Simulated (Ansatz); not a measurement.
**P: from a guess to a relaxed structure**

Method: DFT PBE, scalar-relativistic, plane waves, PAW (Ansatz). Cutoff 420 eV, Gaussian smearing, Γ-centred meshes. Cell and atoms relax first on a coarse mesh and then on a finer one. In between, the cell is made exact in the group found at 0.06 Å. In metals the finer mesh still leaves noise of several meV/atom or more. The steps can't lower the symmetry of their start. No spin polarisation.

Recipe of this trial structure of P: random cell by space group and Wyckoff sites (Cmmm, No. 65). Its size is a rough estimate.

```cif
data_structure
_symmetry_space_group_name_H-M 'P 1'
_symmetry_Int_Tables_number 1
_cell_length_a 2.5936
_cell_length_b 2.5936
_cell_length_c 3.4958
_cell_angle_alpha 90.000
_cell_angle_beta 90.000
_cell_angle_gamma 99.195
_cell_volume 23.21
loop_
_atom_site_label
_atom_site_type_symbol
_atom_site_fract_x
_atom_site_fract_y
_atom_site_fract_z
_atom_site_occupancy
P1 P 0.50000 0.50000 0.24438 1
P2 P 0.50000 0.50000 0.75562 1
```

Energies count from the standard state of P at the same level. The references include black phosphorus.

**Question.** Which structure results?

**Answer.** The symmetry goes from Cmmm (No. 65) to Pm-3m (No. 221), and the primitive cell from 2 to 1 atom. The end has the simple cubic type. The volume per atom grows by 25.9 %, from 11.6 to 14.6 Å³. The shortest distance goes from 1.71 Å (P–P) to 2.44 Å (P–P). The energy falls by about 3.0 eV/atom (the start's value is from the coarse mesh). The end is written in a standard setting, so origin, axes and order of atoms can differ from the start's. Conventional cell: a = 2.444 Å. Around P lie 6 P at 2.44 Å.

```yaml
crystal:
  lattice:
    - [2.44449, 0.00000, 0.00000]
    - [0.00000, 2.44449, 0.00000]
    - [0.00000, 0.00000, 2.44449]
  atoms:
    - { symbol: P, position: [0.50000, 0.50000, 0.50000] }
```

**Question.** How does it come out in energy, and is it a metal?

**Answer.** The energy over the standard state is +0.09 eV/atom and the gap on the 22×22×22 mesh of the 1-atom cell is 0 eV (a metal).

It lies above the standard state, so it could only be metastable.

The last run used Gaussian smearing of 0.10 eV. The reference form of P is held partly by dispersion forces, which this level lacks. Symmetry constrained the relaxation, so the result can be a saddle point. In all, the 3 runs took 70 s on 1 thread of Intel(R) Xeon(R) Processor @ 2.50GHz (Skylake/Cascade Lake) (shared host). Another cell of P relaxed alike, in R-3m, lies 46 meV/atom lower, so this cell isn't the stable form at this level.
